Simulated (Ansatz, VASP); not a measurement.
## Al: VASP beside Ansatz

```
Al
1.0
     0.00000    2.02000    2.02000
     2.02000    0.00000    2.02000
     2.02000    2.02000    0.00000
Al
1
Cartesian
  0.0000 0.0000 0.0000
```

Alike in both runs: task relaxation of cell and atoms; functional LDA; k mesh 24 × 24 × 24; occupations methfessel-paxton of order 1, width 0.1 eV; no spin polarisation.

|  | VASP | Ansatz |
| --- | --- | --- |
| version | VASP 6.6.1 | Ansatz 0.2.0 |
| potentials or method | VASP PAW LDA potentials, release 64 (Al) | scalar-relativistic, plane waves, PAW |
| plane-wave cutoff (eV) | 600 | 420 |
| valence electrons in the cell | 3 | 3 |

|  | VASP | Ansatz | Ansatz less VASP |
| --- | --- | --- | --- |
| gap on the k mesh at the Fermi level, each at its own relaxed structure (eV) | none | none | - |
| relaxed volume (Å³/atom) | 15.80 | 15.78 | -0.014 |
| relaxed cell length with the largest relative difference (Å) | 2.816 | 2.816 | -0.0008 |
| energy change over the relaxation (meV/atom) | -7 | -7 | -0.3 |

A gap of «none» marks a metal or a gap that the smearing closes.
